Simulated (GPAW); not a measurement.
The system is HgTe.

```
Hg Te
1.0
     2.99252   -3.46693    0.00000
     2.99252    3.46693    0.00000
     0.00000    0.00000    5.79816
Hg Te
2 2
Cartesian
  2.9925 -1.0883 1.4495
  2.9925 1.0883 4.3486
  2.9925 1.9748 1.4495
  2.9925 -1.9748 4.3486
```

Measurements of this composition are mostly on another form, of space group No. 216.

```yaml
Program: GPAW 26.7.0
Task: relaxation of cell and atoms
Functional: PBEsol
Dispersion: D3(BJ)
Potentials_or_basis: PAW data sets generated in the run's folder for this functional
Cutoff: 600 eV
Basis: pw
k_mesh: 4 × 4 × 3
Occupations: fermi-dirac, width 0.05 eV
Spin: no spin polarisation
```

At the start: pressure -5.2 GPa; volume 30.08 Å³/atom.

**Question.** How do energy, volume and symmetry change on relaxing?

**Answer.** Over 24 steps the energy falls by 92.8 meV/atom and the volume is 25.63 Å³/atom (-14.8 %); space group Cmcm (No. 63, to 0.05 Å).

The path:
| step | energy change (eV) | largest force (eV/Å) | pressure (GPa) | volume (Å³) |
| --- | --- | --- | --- | --- |
| 1 | 0.0000 | 0.0034 | -5.15 | 120.31 |
| 2 | -0.0385 | 0.0342 | -4.79 | 119.07 |
| 3 | -0.2155 | 0.4536 | 1.26 | 105.69 |
| 4 | -0.2282 | 0.3579 | -0.19 | 107.98 |
| 5 | -0.2334 | 0.3461 | -0.26 | 107.95 |
| 6 | -0.3409 | 0.1044 | -0.44 | 104.39 |
| 7 | -0.3415 | 0.1888 | 0.50 | 101.70 |
| 8 | -0.3542 | 0.0418 | -0.10 | 103.22 |
| 9 | -0.3552 | 0.0493 | -0.03 | 103.01 |
| 10 | -0.3566 | 0.0580 | 0.07 | 102.76 |
| 11 | -0.3581 | 0.0635 | 0.14 | 102.59 |
| 12 | -0.3595 | 0.0619 | 0.15 | 102.59 |
| 13 | -0.3599 | 0.0551 | 0.08 | 102.75 |
| 14 | -0.3601 | 0.0499 | 0.01 | 102.90 |
| 15 | -0.3604 | 0.0449 | -0.06 | 103.05 |
| 16 | -0.3612 | 0.0503 | -0.16 | 103.25 |
| 17 | -0.3630 | 0.0533 | -0.26 | 103.42 |
| 18 | -0.3656 | 0.0379 | -0.29 | 103.37 |
| 19 | -0.3676 | 0.0281 | -0.19 | 103.04 |
| 20 | -0.3702 | 0.0339 | 0.02 | 102.47 |
| 21 | -0.3705 | 0.0375 | 0.03 | 102.42 |
| 22 | -0.3707 | 0.0355 | 0.00 | 102.46 |
| 23 | -0.3710 | 0.0222 | -0.10 | 102.54 |
| 24 | -0.3711 | 0.0090 | -0.11 | 102.50 |

Final structure:
```cif
data_structure
_symmetry_space_group_name_H-M 'P 1'
_symmetry_Int_Tables_number 1
_cell_length_a 4.3680
_cell_length_b 4.3680
_cell_length_c 5.4071
_cell_angle_alpha 90.000
_cell_angle_beta 90.000
_cell_angle_gamma 96.505
_cell_volume 102.50
loop_
_atom_site_label
_atom_site_type_symbol
_atom_site_fract_x
_atom_site_fract_y
_atom_site_fract_z
_atom_site_occupancy
Hg1 Hg 0.64380 0.35620 0.25000 1
Hg2 Hg 0.35620 0.64380 0.75000 1
Te1 Te 0.16936 0.83064 0.25000 1
Te2 Te 0.83064 0.16936 0.75000 1
```

Caveat: the k mesh is coarse (spacing up to 0.36 Å⁻¹), so the values aren't converged; later steps reuse the first step's grids.
